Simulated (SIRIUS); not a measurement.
# Hf (Im-3m) in SIRIUS: notebook

One crystal, Hf, is run at these levels: BLYP; tasks: equation of state.

All numbers are computed with SIRIUS 7.12.0; they aren't measurements. Logs are shortened: lines on timing, memory, paths and dates and some standing lists are left out, and cuts for length are marked. The log counts tension as positive stress, the text compression.

### 1 The crystal as given

It takes space group Im-3m (No. 229, cubic). Conventional cell: a = 3.610 Å, b = 3.610 Å, c = 3.610 Å, α = 90.00°, β = 90.00°, γ = 90.00°. Around Hf (site symmetry m-3m) lie 8 Hf at 3.13 Å.

This isn't the form of Hf at room conditions, which is hcp.

### 2 Equation of state, BLYP, 22.11 Å³/atom (volume scaled by 0.94)

Input file sirius.json:

```json
{
  "control": {
    "processing_unit": "cpu",
    "std_evp_solver_name": "lapack",
    "gen_evp_solver_name": "lapack",
    "verbosity": 2,
    "print_forces": false,
    "ortho_rf": true,
    "use_second_variation": true,
    "rmt_max": 3.0,
    "num_bands_to_print": 21,
    "save_wf": true
  },
  "parameters": {
    "electronic_structure_method": "full_potential_lapwlo",
    "xc_functionals": ["XC_GGA_X_B88", "XC_GGA_C_LYP"],
    "core_relativity": "dirac",
    "valence_relativity": "iora",
    "num_fv_states": 21,
    "smearing": "fermi_dirac",
    "smearing_width": 0.0018374661,
    "pw_cutoff": 20,
    "gk_cutoff": 3.47,
    "lmax_apw": 11,
    "lmax_rho": 8,
    "lmax_pot": 8,
    "num_mag_dims": 0,
    "auto_rmt": 0,
    "ngridk": [10, 10, 10],
    "shiftk": [0, 0, 0],
    "num_dft_iter": 80,
    "energy_tol": 1e-07,
    "density_tol": 1e-05,
    "use_symmetry": true
  },
  "settings": {"tol_ne": 1e-10},
  "iterative_solver": {"type": "exact"},
  "mixer": {"type": "anderson", "beta": 0.5, "max_history": 8},
  "unit_cell": {
    "lattice_vectors": [
      [-3.341324777, 3.341324777, 3.341324777],
      [3.341324777, -3.341324777, 3.341324777],
      [3.341324777, 3.341324777, -3.341324777]
    ],
    "atom_types": ["Hf"],
    "atom_files": {"Hf": "Hf.json"},
    "atoms": {"Hf": [[0.0, 0.0, 0.0]]}
  }
}
```

Input file Hf.json:

```json
{
  "name": "hafnium",
  "symbol": "Hf",
  "number": 72,
  "mass": 178.49,
  "rmin": 1e-06,
  "rmt": 2.65,
  "nrmt": 800,
  "rinf": 17.22,
  "core": "1s2s2p3s3p3d4s4p4d",
  "valence": [
    {"basis": [{"enu": 0.12, "dme": 0, "n": 0, "auto": 0}, {"enu": 0.12, "dme": 1, "n": 0, "auto": 0}]},
    {"l": 0, "n": 1, "basis": [{"enu": 0.22, "dme": 0, "n": 0, "auto": 0}]},
    {"l": 1, "n": 2, "basis": [{"enu": 0.22, "dme": 0, "n": 0, "auto": 0}]},
    {"l": 2, "n": 3, "basis": [{"enu": 0.22, "dme": 0, "n": 0, "auto": 0}]},
    {"l": 3, "n": 4, "basis": [{"enu": 0.22, "dme": 0, "n": 0, "auto": 0}]},
    {"l": 4, "n": 5, "basis": [{"enu": 0.22, "dme": 0, "n": 0, "auto": 0}]}
  ],
  "lo": [
    {"l": 0, "basis": [{"enu": 0.22, "dme": 0, "n": 0, "auto": 0}, {"enu": 0.22, "dme": 1, "n": 0, "auto": 0}]},
    {
      "l": 0,
      "basis": [{"enu": -2.1307, "dme": 0, "n": 5, "auto": 1}, {"enu": -2.1307, "dme": 1, "n": 5, "auto": 1}]
    },
    {
      "l": 0,
      "basis": [{"enu": -2.1307, "dme": 1, "n": 5, "auto": 1}, {"enu": 0.22, "dme": 0, "n": 0, "auto": 0}]
    },
    {"l": 0, "basis": [{"enu": 0.22, "dme": 0, "n": 0, "auto": 0}, {"enu": 2.4984, "dme": 0, "n": 0, "auto": 0}]},
    {"l": 1, "basis": [{"enu": 0.22, "dme": 0, "n": 0, "auto": 0}, {"enu": 0.22, "dme": 1, "n": 0, "auto": 0}]},
    {
      "l": 1,
      "basis": [{"enu": -0.983, "dme": 0, "n": 5, "auto": 1}, {"enu": -0.983, "dme": 1, "n": 5, "auto": 1}]
    },
    {"l": 1, "basis": [{"enu": -0.983, "dme": 1, "n": 5, "auto": 1}, {"enu": 0.22, "dme": 0, "n": 0, "auto": 0}]},
    {"l": 1, "basis": [{"enu": 0.22, "dme": 0, "n": 0, "auto": 0}, {"enu": 2.8401, "dme": 0, "n": 0, "auto": 0}]},
    {"l": 2, "basis": [{"enu": 0.22, "dme": 0, "n": 0, "auto": 0}, {"enu": 0.22, "dme": 1, "n": 0, "auto": 0}]},
    {"l": 2, "basis": [{"enu": 0.22, "dme": 1, "n": 0, "auto": 0}, {"enu": 0.22, "dme": 2, "n": 0, "auto": 0}]},
    {"l": 2, "basis": [{"enu": 0.22, "dme": 0, "n": 0, "auto": 0}, {"enu": 2.4414, "dme": 0, "n": 0, "auto": 0}]},
    {"l": 3, "basis": [{"enu": 0.22, "dme": 0, "n": 0, "auto": 0}, {"enu": 0.22, "dme": 1, "n": 0, "auto": 0}]},
    {
      "l": 3,
      "basis": [{"enu": -0.3073, "dme": 0, "n": 4, "auto": 1}, {"enu": -0.3073, "dme": 1, "n": 4, "auto": 1}]
    },
    {
      "l": 3,
      "basis": [{"enu": -0.3073, "dme": 1, "n": 4, "auto": 1}, {"enu": 0.22, "dme": 0, "n": 0, "auto": 0}]
    },
    {"l": 3, "basis": [{"enu": 0.22, "dme": 0, "n": 0, "auto": 0}, {"enu": 3.5237, "dme": 0, "n": 0, "auto": 0}]},
    {"l": 4, "basis": [{"enu": 0.22, "dme": 0, "n": 0, "auto": 0}, {"enu": 0.22, "dme": 1, "n": 0, "auto": 0}]},
    {"l": 4, "basis": [{"enu": 0.22, "dme": 0, "n": 0, "auto": 0}, {"enu": 2.9541, "dme": 0, "n": 0, "auto": 0}]}
  ],
  "free_atom": [... radial grid and density of the free atom, the start of the SCF ...]
}
```

Input file sirius_start.json:

```json
{
  "control": {
    "processing_unit": "cpu",
    "std_evp_solver_name": "lapack",
    "gen_evp_solver_name": "lapack",
    "verbosity": 1,
    "print_forces": false,
    "ortho_rf": true,
    "use_second_variation": true,
    "rmt_max": 3.0,
    "num_bands_to_print": 21,
    "save_wf": false
  },
  "parameters": {
    "electronic_structure_method": "full_potential_lapwlo",
    "xc_functionals": ["XC_LDA_X", "XC_LDA_C_PW"],
    "core_relativity": "dirac",
    "valence_relativity": "iora",
    "num_fv_states": 21,
    "smearing": "fermi_dirac",
    "smearing_width": 0.0055123983,
    "pw_cutoff": 20,
    "gk_cutoff": 2.78,
    "lmax_apw": 11,
    "lmax_rho": 8,
    "lmax_pot": 8,
    "num_mag_dims": 0,
    "auto_rmt": 0,
    "ngridk": [4, 4, 4],
    "shiftk": [0, 0, 0],
    "num_dft_iter": 30,
    "energy_tol": 0.01,
    "density_tol": 0.05,
    "use_symmetry": true
  },
  "settings": {"tol_ne": 1e-10},
  "iterative_solver": {"type": "exact"},
  "mixer": {"type": "anderson", "beta": 0.5, "max_history": 8},
  "unit_cell": {
    "lattice_vectors": [
      [-3.341324777, 3.341324777, 3.341324777],
      [3.341324777, -3.341324777, 3.341324777],
      [3.341324777, 3.341324777, -3.341324777]
    ],
    "atom_types": ["Hf"],
    "atom_files": {"Hf": "Hf.json"},
    "atoms": {"Hf": [[0.0, 0.0, 0.0]]}
  }
}
```

Potentials or basis: all-electron FP-LAPW, apw+lo standard.

Started as:

```
$ OMP_NUM_THREADS=1 sirius.scf --input=sirius_start.json --output=start.json
$ OMP_NUM_THREADS=1 sirius.scf --input=sirius.json --output=output.json --task=1
```

Log:

```text
[info] SIRIUS version : 7.12.0
[info] number of MPI ranks           : 1
[info] MPI grid                      : 1 1
[info] maximum number of OMP threads : 1
[fft] FFT context for density and potential
[fft] =====================================
[fft]   plane wave cutoff                     : 20
[fft]   grid size                             : 40 40 40   total : 64000
[fft]   grid limits                           : -19 20   -19 20   -19 20
[fft]   number of G-vectors within the cutoff : 20209
[fft]   number of G-shells                    : 539
[fft] FFT context for coarse grid
[fft] =====================================
[fft]   plane wave cutoff                     : 6.94
[fft]   grid size                             : 15 15 15   total : 3375
[fft]   grid limits                           : -7 7   -7 7   -7 7
[fft]   number of G-vectors within the cutoff : 887
[fft]   number of G-shells                    : 36
[unit cell] lattice vectors
[unit cell]   a1 :      -3.3413247770      3.3413247770      3.3413247770
[unit cell]   a2 :       3.3413247770     -3.3413247770      3.3413247770
[unit cell]   a3 :       3.3413247770      3.3413247770     -3.3413247770
[unit cell] reciprocal lattice vectors
[unit cell]   b1 :      -0.0000000000      0.9402236727      0.9402236727
[unit cell]   b2 :       0.9402236727     -0.0000000000      0.9402236727
[unit cell]   b3 :       0.9402236727      0.9402236727     -0.0000000000
[unit cell] unit cell volume :       149.21623054 [a.u.^3]
[unit cell] 1/sqrt(omega)    :         0.08186381
[unit cell] MT volume        :        77.95181491 (52.24%)
[unit cell] IT volume        :        71.26441562 (47.76%)
[unit cell] number of atom types : 1
[unit cell] type id : 0 symbol : Hf mt_radius :   2.650000 num_atoms : 1
[unit cell] total number of atoms : 1
[unit cell] number of symmetry classes : 1
[unit cell] atom id  type id  class id             position                      vector_field
[unit cell] ------------------------------------------------------------------------------------------
[unit cell]      0        0        0      0.00000   0.00000   0.00000      0.00000   0.00000   0.00000
[unit cell] atom id         position (Cartesian, a.u.)
[unit cell] ---------------------------------------------
[unit cell]      0       0.000000    0.000000    0.000000
[... 303 lines left out ...]
[generate_radial_functions] {l: 1, n: 5, enu: -0.764573, dme: 1, auto: 1}
[generate_radial_functions] {l: 1, n: 5, enu: -0.764573, dme: 1, auto: 1}
[generate_radial_functions] {l: 3, n: 4, enu: -0.0791763, dme: 0, auto: 1}
[generate_radial_functions] {l: 3, n: 4, enu: -0.0791763, dme: 1, auto: 1}
[generate_radial_functions] {l: 3, n: 4, enu: -0.0791763, dme: 1, auto: 1}
[diagonalize] Lowest band energies
[diagonalize] ik:    0   -1.922984   -0.756160   -0.756160   -0.756160   -0.081305   -0.081305   -0.081305   -0.078512   -0.078512   -0.078512   -0.077410    0.085422    0.393010    0.393010    0.393010    0.495946    0.495946    0.835882    0.835882    0.835882    1.190068
[diagonalize] ik:    1   -1.922734   -0.759350   -0.757158   -0.756173   -0.081229   -0.081144   -0.081142   -0.078711   -0.078611   -0.078595   -0.077662    0.099061    0.384014    0.389225    0.406617    0.483163    0.496088    0.847591    0.859997    0.870304    1.089632
[diagonalize] ik:    2   -1.922077   -0.767470   -0.759744   -0.756207   -0.081043   -0.080639   -0.080626   -0.079151   -0.079031   -0.078723   -0.078012    0.135978    0.363103    0.371807    0.446123    0.473934    0.498667    0.856510    0.908708    0.925755    1.024627
[diagonalize] ik:    3   -1.921262   -0.777111   -0.762901   -0.756255   -0.080954   -0.080186   -0.080005   -0.079822   -0.079409   -0.078786   -0.078128    0.181954    0.340984    0.354301    0.483636    0.506731    0.506884    0.811364    0.833398    1.020029    1.035038
[diagonalize] ik:    4   -1.920601   -0.784619   -0.765414   -0.756296   -0.080964   -0.080465   -0.080423   -0.079462   -0.078956   -0.078719   -0.078137    0.210907    0.325248    0.367678    0.492272    0.518816    0.577105    0.749032    0.757421    0.924758    1.091272
[diagonalize] ...
[diagonalize] ik:   42   -1.919051   -0.781380   -0.774131   -0.770836   -0.081416   -0.080222   -0.080100   -0.079689   -0.078921   -0.078583   -0.078472    0.267604    0.280685    0.431400    0.434853    0.596467    0.608420    0.681912    0.758903    0.948568    1.032264
[diagonalize] ik:   43   -1.918898   -0.779662   -0.776770   -0.771743   -0.081540   -0.080208   -0.080010   -0.079858   -0.078786   -0.078594   -0.078381    0.268003    0.268942    0.424898    0.499951    0.545126    0.627004    0.695335    0.734041    0.939645    1.053100
[diagonalize] ik:   44   -1.918750   -0.777958   -0.775940   -0.775940   -0.081654   -0.080226   -0.079940   -0.079940   -0.078656   -0.078449   -0.078449    0.260558    0.260604    0.494890    0.494890    0.546112    0.559366    0.737671    0.737671    0.882397    1.060687
[diagonalize] ik:   45   -1.918554   -0.779022   -0.777023   -0.776126   -0.081842   -0.080131   -0.080093   -0.080020   -0.078485   -0.078358   -0.078331    0.252881    0.254317    0.507853    0.512911    0.589145    0.615106    0.658746    0.686881    0.870129    1.072087
[diagonalize] ik:   46   -1.918364   -0.778114   -0.778114   -0.778114   -0.082018   -0.080111   -0.080111   -0.080111   -0.078262   -0.078262   -0.078262    0.245123    0.245123    0.586434    0.586434    0.586434    0.615736    0.615736    0.615736    0.813060    1.096202
[generate_core_charge_density] atom class : 0
[generate_core_charge_density]   n,l,k : 1 0 1  energy :       -2395.89825116
[generate_core_charge_density]   n,l,k : 2 0 1  energy :        -409.05327103
[generate_core_charge_density]   n,l,k : 2 1 1  energy :        -390.64422515
[generate_core_charge_density]   n,l,k : 2 1 2  energy :        -346.82291978
[generate_core_charge_density]   n,l,k : 3 0 1  energy :         -92.78166483
[generate_core_charge_density]   n,l,k : 3 1 1  energy :         -84.62478832
[generate_core_charge_density]   n,l,k : 3 1 2  energy :         -75.23384277
[generate_core_charge_density]   n,l,k : 3 2 2  energy :         -61.43412620
[generate_core_charge_density]   n,l,k : 3 2 3  energy :         -59.38588603
[generate_core_charge_density]   n,l,k : 4 0 1  energy :         -18.25727552
[generate_core_charge_density]   n,l,k : 4 1 1  energy :         -14.91660059
[generate_core_charge_density]   n,l,k : 4 1 2  energy :         -12.76573247
[generate_core_charge_density]   n,l,k : 4 2 2  energy :          -7.27779629
[generate_core_charge_density]   n,l,k : 4 2 3  energy :          -6.88393710
[find] Total energy                   :  -15098.70956120 (Ha),  -30197.41912241 (Ry)
[find] iteration : 1, RMS (target) : 2.6479e-01 (1.0000e-05) , energy difference (target) : 6.8696e-05 (1.0000e-07)
[find] Total energy                   :  -15098.70954855 (Ha),  -30197.41909709 (Ry)
[... 19 lines left out ...]
[find] valence_eval_sum               :      -8.17917379
[find] core_eval_sum                  :   -9223.36270849
[find] kinetic energy                 :   16890.76528418
[find] enuc                           :  -18820.32164422
[find] <rho|V^{XC}>                   :    -405.61805383
[find] <rho|E^{XC}>                   :    -310.80863103
[find] <mag|B^{XC}>                   :       0.00000000
[find] <rho|V^{H}>                    :  -25716.68911263
[find] smearing (-TS)                 :      -0.00049178
[find] SCF correction                 :       0.00000024
[find] Total energy                   :  -15098.70954715 (Ha),  -30197.41909430 (Ry)
[find] Free energy (E-TS)             :  -15098.71003893 (Ha),  -30197.42007786 (Ry)
[find] band gap (eV)                  :       0.00000000
[find] Efermi                         :       0.35373353
[find] iteration : 7, RMS (target) : 3.0590e-06 (1.0000e-05) , energy difference (target) : -1.4024e-09 (1.0000e-07)
[find] converged after 8 SCF iterations!
[find] Charges and magnetic moments
[find] --------------------------------------------------------------------------------
[find] atom      charge    core leakage
[find] --------------------------------------------------------------------------------
[find]    0   70.125498    1.056356e-06
[find] total core leakage    : 1.05635621e-06
[find] interstitial charge   : 1.874498
[find] total charge          : 71.999996
[find] Energy
[find] --------------------------------------------------------------------------------
[find] valence_eval_sum               :      -8.17917379
[find] core_eval_sum                  :   -9223.36270849
[find] kinetic energy                 :   16890.76528418
[find] enuc                           :  -18820.32164422
[find] <rho|V^{XC}>                   :    -405.61805383
[find] <rho|E^{XC}>                   :    -310.80863103
[find] <mag|B^{XC}>                   :       0.00000000
[find] <rho|V^{H}>                    :  -25716.68911263
[find] smearing (-TS)                 :      -0.00049178
[find] SCF correction                 :       0.00000024
[find] Total energy                   :  -15098.70954715 (Ha),  -30197.41909430 (Ry)
[find] Free energy (E-TS)             :  -15098.71003893 (Ha),  -30197.42007786 (Ry)
[find] band gap (eV)                  :       0.00000000
[find] Efermi                         :       0.35373353
```

Run time: 37 s. Hardware: 1 thread of Arm Neoverse V2, shared host; peak memory 0.35 GiB.

What came out:

```yaml
Free_energy: -410856.8307 eV
Band_gap_on_the_k_mesh: none (metal or under the smearing width)
All_electrons_inside_the_program's_atomic_spheres: Hf 70.13 (radii Hf 2.65 bohr)
```

### 3 Equation of state, BLYP, 22.58 Å³/atom (volume scaled by 0.96)

Changes to sirius.json since step 2:

```diff
@@ -40,5 +40,5 @@
     "lattice_vectors": [
-      [-3.341324777, 3.341324777, 3.341324777],
-      [3.341324777, -3.341324777, 3.341324777],
-      [3.341324777, 3.341324777, -3.341324777]
+      [-3.3648560086, 3.3648560086, 3.3648560086],
+      [3.3648560086, -3.3648560086, 3.3648560086],
+      [3.3648560086, 3.3648560086, -3.3648560086]
     ],
```

Input file Hf.json:

```json
{
  "name": "hafnium",
  "symbol": "Hf",
  "number": 72,
  "mass": 178.49,
  "rmin": 1e-06,
  "rmt": 2.65,
  "nrmt": 800,
  "rinf": 17.22,
  "core": "1s2s2p3s3p3d4s4p4d",
  "valence": [
    {"basis": [{"enu": 0.11, "dme": 0, "n": 0, "auto": 0}, {"enu": 0.11, "dme": 1, "n": 0, "auto": 0}]},
    {"l": 0, "n": 1, "basis": [{"enu": 0.21, "dme": 0, "n": 0, "auto": 0}]},
    {"l": 1, "n": 2, "basis": [{"enu": 0.21, "dme": 0, "n": 0, "auto": 0}]},
    {"l": 2, "n": 3, "basis": [{"enu": 0.21, "dme": 0, "n": 0, "auto": 0}]},
    {"l": 3, "n": 4, "basis": [{"enu": 0.21, "dme": 0, "n": 0, "auto": 0}]},
    {"l": 4, "n": 5, "basis": [{"enu": 0.21, "dme": 0, "n": 0, "auto": 0}]}
  ],
  "lo": [
    {"l": 0, "basis": [{"enu": 0.21, "dme": 0, "n": 0, "auto": 0}, {"enu": 0.21, "dme": 1, "n": 0, "auto": 0}]},
    {
      "l": 0,
      "basis": [{"enu": -2.1407, "dme": 0, "n": 5, "auto": 1}, {"enu": -2.1407, "dme": 1, "n": 5, "auto": 1}]
    },
    {
      "l": 0,
      "basis": [{"enu": -2.1407, "dme": 1, "n": 5, "auto": 1}, {"enu": 0.21, "dme": 0, "n": 0, "auto": 0}]
    },
    {"l": 0, "basis": [{"enu": 0.21, "dme": 0, "n": 0, "auto": 0}, {"enu": 2.4884, "dme": 0, "n": 0, "auto": 0}]},
    {"l": 1, "basis": [{"enu": 0.21, "dme": 0, "n": 0, "auto": 0}, {"enu": 0.21, "dme": 1, "n": 0, "auto": 0}]},
    {
      "l": 1,
      "basis": [{"enu": -0.993, "dme": 0, "n": 5, "auto": 1}, {"enu": -0.993, "dme": 1, "n": 5, "auto": 1}]
    },
    {"l": 1, "basis": [{"enu": -0.993, "dme": 1, "n": 5, "auto": 1}, {"enu": 0.21, "dme": 0, "n": 0, "auto": 0}]},
    {"l": 1, "basis": [{"enu": 0.21, "dme": 0, "n": 0, "auto": 0}, {"enu": 2.8301, "dme": 0, "n": 0, "auto": 0}]},
    {"l": 2, "basis": [{"enu": 0.21, "dme": 0, "n": 0, "auto": 0}, {"enu": 0.21, "dme": 1, "n": 0, "auto": 0}]},
    {"l": 2, "basis": [{"enu": 0.21, "dme": 1, "n": 0, "auto": 0}, {"enu": 0.21, "dme": 2, "n": 0, "auto": 0}]},
    {"l": 2, "basis": [{"enu": 0.21, "dme": 0, "n": 0, "auto": 0}, {"enu": 2.4314, "dme": 0, "n": 0, "auto": 0}]},
    {"l": 3, "basis": [{"enu": 0.21, "dme": 0, "n": 0, "auto": 0}, {"enu": 0.21, "dme": 1, "n": 0, "auto": 0}]},
    {
      "l": 3,
      "basis": [{"enu": -0.3173, "dme": 0, "n": 4, "auto": 1}, {"enu": -0.3173, "dme": 1, "n": 4, "auto": 1}]
    },
    {
      "l": 3,
      "basis": [{"enu": -0.3173, "dme": 1, "n": 4, "auto": 1}, {"enu": 0.21, "dme": 0, "n": 0, "auto": 0}]
    },
    {"l": 3, "basis": [{"enu": 0.21, "dme": 0, "n": 0, "auto": 0}, {"enu": 3.5137, "dme": 0, "n": 0, "auto": 0}]},
    {"l": 4, "basis": [{"enu": 0.21, "dme": 0, "n": 0, "auto": 0}, {"enu": 0.21, "dme": 1, "n": 0, "auto": 0}]},
    {"l": 4, "basis": [{"enu": 0.21, "dme": 0, "n": 0, "auto": 0}, {"enu": 2.9441, "dme": 0, "n": 0, "auto": 0}]}
  ],
  "free_atom": [... radial grid and density of the free atom, the start of the SCF ...]
}
```

Changes to sirius_start.json since step 2:

```diff
@@ -40,5 +40,5 @@
     "lattice_vectors": [
-      [-3.341324777, 3.341324777, 3.341324777],
-      [3.341324777, -3.341324777, 3.341324777],
-      [3.341324777, 3.341324777, -3.341324777]
+      [-3.3648560086, 3.3648560086, 3.3648560086],
+      [3.3648560086, -3.3648560086, 3.3648560086],
+      [3.3648560086, 3.3648560086, -3.3648560086]
     ],
```

Potentials or basis: all-electron FP-LAPW, apw+lo standard.

Started as:

```
$ OMP_NUM_THREADS=1 sirius.scf --input=sirius_start.json --output=start.json
$ OMP_NUM_THREADS=1 sirius.scf --input=sirius.json --output=output.json --task=1
```

Run time: 38 s. Hardware: 1 thread of Arm Neoverse V2, shared host; peak memory 0.35 GiB.

Results (log left out):

| Item | Value |
| --- | --- |
| Free energy | -410856.8374 eV |
| Band gap on the k mesh | none (metal or under the smearing width) |
| All electrons inside the program's atomic spheres | Hf 70.09 (radii Hf 2.65 bohr) |

[end of part 1 of 3]
